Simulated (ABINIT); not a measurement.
# GaSb (F-43m) in ABINIT: a series of runs, part 2 of 2

ABINIT 10.8.3 (patched build). The steps go on from the part before.

## 3. Single point, r2SCAN

File run.abi:

```
# Pseudopotentials
pp_dirpath "./"
pseudos "Sb.GGA_PBE-JTH.xml, Ga.GGA_PBE-JTH.xml"

# Structure
acell 3*1.0 Angstrom
rprim
     0.0000000000     3.0590000000     3.0590000000
     3.0590000000     0.0000000000     3.0590000000
     3.0590000000     3.0590000000     0.0000000000
ntypat 2
znucl 51 31
natom 2
typat 1 2
xred
     0.7500000000     0.7500000000     0.7500000000
     0.0000000000     0.0000000000     0.0000000000

# Plane-wave basis
ecut 20.0
pawecutdg 40.0

# k points
kptopt 1
ngkpt 5 5 5
nshiftk 1
shiftk 0.0 0.0 0.0

# Exchange and correlation
ixc -497498
usekden 1
pawxcdev 0

# Bands and occupations
nband 18
occopt 3
tsmear 0.05 eV

# SCF cycle
nstep 100
tolvrs 1.0e-7

# Output
iomode 3
prtwf 0
prtden 0
prteig 0
prtebands 0
enunit 1
```

Potentials or basis: JTH PAW PBE v2.0.

Run with:

```
$ abinit run.abi > log 2>&1
```

run.abo:

```text
.Version 10.8.3 of ABINIT
 Symmetries : space group F-4 3 m (#216); Bravais cF (face-center cubic)
================================================================================
 Values of the parameters that define the memory need of the present run
     intxc =       0    ionmov =       0      iscf =      17    lmnmax =      18
     lnmax =       6     mgfft =      36  mpssoang =       3    mqgrid =    3001
     natom =       2  nloc_mem =       2    nspden =       1   nspinor =       1
    nsppol =       1      nsym =      24    n1xccc =       1    ntypat =       2
    occopt =       3   xclevel =       2
       mpw =        1661          nfft =       46656          nkpt =          10
 PAW method is used; the additional fine FFT grid is defined by:
   mgfftf=        48    nfftf =    110592
================================================================================
================================================================================

--------------------------------------------------------------------------------
------------- Echo of variables that govern the present computation ------------
--------------------------------------------------------------------------------
 -outvars: echo values of preprocessed input variables --------
            acell      1.8897261259E+00  1.8897261259E+00  1.8897261259E+00 Bohr
              amu      1.21753000E+02  6.97230000E+01
             ecut      2.00000000E+01 Hartree
           enunit           1
              ixc     -497498
         kptrlatt        5    0    0      0    5    0      0    0    5
          kptrlen      4.08755253E+01
            natom           2
            nband          18
            ngfft          36      36      36
          ngfftdg          48      48      48
             nkpt          10
            nstep         100
             nsym          24
           ntypat           2
           occopt           3
        pawecutdg      4.00000000E+01 Hartree
         pawxcdev           0
           prtden           0
        prtebands           0
           prteig           0
          prtkden           1
            prtwf           0
            rprim      0.0000000000E+00  3.0590000000E+00  3.0590000000E+00
                       3.0590000000E+00  0.0000000000E+00  3.0590000000E+00
                       3.0590000000E+00  3.0590000000E+00  0.0000000000E+00
          spgroup         216
           tolvrs      1.00000000E-07
           tsmear      1.83746611E-03 Hartree
            typat      1  2
[... 158 lines left out ...]
              =  1.000000000000  1.000000000000  1.000000000000 angstroms
 Fermi (or HOMO) energy (eV) =   4.77706   Average Vxc (eV)=  -9.01063
 Eigenvalues (   eV  ) for nkpt=  10  k points:
 kpt#   1, nband= 18, wtk=  0.00800, kpt=  0.0000  0.0000  0.0000 (reduced coord)
 -24.95180  -24.95180  -24.95180  -24.93080  -24.93080  -10.96034  -10.96034  -10.96034
 -10.90029  -10.90029   -7.40737    4.51636    4.51636    4.51636    4.98325    7.51409
   7.51409    7.51409
 prteigrs : prtvol=0 or 1, do not print more k-points.

--- !EnergyTerms
iteration_state     : {dtset: 1, }
comment             : Components of total free energy in Hartree
kinetic             :  8.99538947505245E+00
hartree             :  5.38783917946319E+01
xc                  : -3.72180902214027E+00
Ewald energy        : -9.16498378203618E+01
psp_core            :  3.56597888670283E+00
local_psp           : -1.48309909093644E+02
PAW spherical_terms :  4.28083691582362E+01
internal            : -1.34433426621523E+02
'-kT*entropy'       : -5.47045821486537E-06
total_energy        : -1.34433432091981E+02
total_energy_eV     : -3.65812004502776E+03
...

--- !EnergyTermsDC
iteration_state     : {dtset: 1, }
comment             : '"Double-counting" decomposition of free energy'
band_energy         : -1.33549950374633E+01
Ewald energy        : -9.16498378203618E+01
psp_core            :  3.56597888670283E+00
xc_dc               : -5.29170307057152E+01
PAW spherical_terms :  1.99224576654531E+01
internal            : -1.34433427011384E+02
'-kT*entropy'       : -5.47045821486537E-06
total_energy_dc     : -1.34433432481843E+02
total_energy_dc_eV  : -3.65812005563643E+03
...

--- !EnergyTermsWithPAWCore
iteration_state     : {dtset: 1, }
comment             : 'Components of total free energy, including PAW core contributions'
Total energy        : -8.42646812929962E+03
Total energy DC     : -8.42646812968948E+03
Total energy (eV)   : -2.29295878955821E+05
Total energy DC (eV): -2.29295878966430E+05
...

 Cartesian components of stress tensor (hartree/bohr^3)
  sigma(1 1)= -9.50276067E-06  sigma(3 2)=  0.00000000E+00
  sigma(2 2)= -9.50276067E-06  sigma(3 1)=  0.00000000E+00
  sigma(3 3)= -9.50276067E-06  sigma(2 1)=  0.00000000E+00

-Cartesian components of stress tensor (GPa)         [Pressure=  2.7958E-01 GPa]
- sigma(1 1)= -2.79580871E-01  sigma(3 2)=  0.00000000E+00
- sigma(2 2)= -2.79580871E-01  sigma(3 1)=  0.00000000E+00
- sigma(3 3)= -2.79580871E-01  sigma(2 1)=  0.00000000E+00

== END DATASET(S) ==============================================================
================================================================================

 -outvars: echo values of variables after computation  --------
            acell      1.8897261259E+00  1.8897261259E+00  1.8897261259E+00 Bohr
           etotal     -1.3443343248E+02
            fcart      5.5896168219E-28 -1.8632056073E-28 -1.8632056073E-28
                      -5.5896168219E-28  1.8632056073E-28  1.8632056073E-28
            rprim      0.0000000000E+00  3.0590000000E+00  3.0590000000E+00
                       3.0590000000E+00  0.0000000000E+00  3.0590000000E+00
                       3.0590000000E+00  3.0590000000E+00  0.0000000000E+00
           strten     -9.5027606696E-06 -9.5027606696E-06 -9.5027606696E-06
                       0.0000000000E+00  0.0000000000E+00  0.0000000000E+00
           xangst      4.5885000000E+00  4.5885000000E+00  4.5885000000E+00
                       0.0000000000E+00  0.0000000000E+00  0.0000000000E+00
             xred      7.5000000000E-01  7.5000000000E-01  7.5000000000E-01
                       0.0000000000E+00  0.0000000000E+00  0.0000000000E+00
 Calculation completed.
```

It took 48 s on 1 thread of Arm Neoverse V1, shared host; peak memory 0.14 GiB.

What came out:

```yaml
Free_energy: -3658.1201 eV
Pressure: 0.3 GPa
Band_gap_on_the_k_mesh: 0.47 eV, direct
Valence_electrons_inside_the_program's_atomic_spheres: Sb 12.53; Ga 11.01
```

Caveat: totals of a meta-GGA on PAW files have another zero than those of a GGA; the PAW data sets were made with another functional, which shifts forces and pressure a little; spin-orbit coupling is left out, which moves the levels of the heavy elements; an odd mesh through Γ misses points on the zone boundary, where band edges often lie.

## 4. Comparison with measurements

Step 2. Against the measured gap of GaSb, 0.811 eV (direct; 4.2 K; a printed reference work, data compilation), the calculated 0.00 eV is off by -0.81 eV. Spin-orbit coupling on Ga, Sb is left out. The value is that of LDA on a finite k mesh, which can miss the band edges, without temperature or zero-point motion. Semilocal functionals fall short of measured gaps as a rule.

Step 3. The gap isn't set beside the deposited one, since this odd mesh misses points on the zone boundary.
